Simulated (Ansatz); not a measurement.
**A decomposition energy, worked out: Be3Se4**

These are results of DFT PBE, scalar-relativistic, plane waves, PAW in Ansatz 0.2.0, not measurements. All cells share a 420 eV cutoff and Γ-centred k meshes spaced about 0.3 Å⁻¹ or finer (0.25 for metals, 2π included). No spin polarisation.

Formation energies are uncorrected and refer to the elements' standard structures at the same level.

These are static total energies at zero pressure. The reference form of Se is held partly by dispersion forces, which this level lacks.

A trial structure of Be3Se4 (reached from: a cell proposed by chemical analogy; relaxed: space group Pmn2_1 (No. 31), a = 7.089 Å, b = 6.764 Å, c = 6.379 Å) has a formation energy of -0.515 eV/atom. It holds Se–Se pairs (shortest 2.46 Å). At its composition the lowest mixture among the elements and 1 reference phase computed alike (others may be missing) consists of these:

| phase | source | ΔE_f (eV/atom) |
| --- | --- | --- |
| Se (solid) | element | 0.000 |
| BeSe (F-43m) | COD | -0.797 |

Question: Write the balanced decomposition and find its energy per atom, per formula unit and per mole of formula units.

Answer: Balancing Be and Se gives Be3Se4 → Se + 3 BeSe. The left side holds 7 atoms, and the products take 1/7 (Se) and 6/7 (BeSe) of them. The mixture therefore lies at 1/7 × (0.000) + 6/7 × (-0.797) = -0.683 eV/atom. The reaction energy is -0.683 − (-0.515) = -0.168 eV/atom. Times 7 atoms that is -1.176 eV per Be3Se4, and times 96.485 it is -113 kJ per mole of Be3Se4. Decomposition is downhill, so the trial structure is unstable against this mixture.
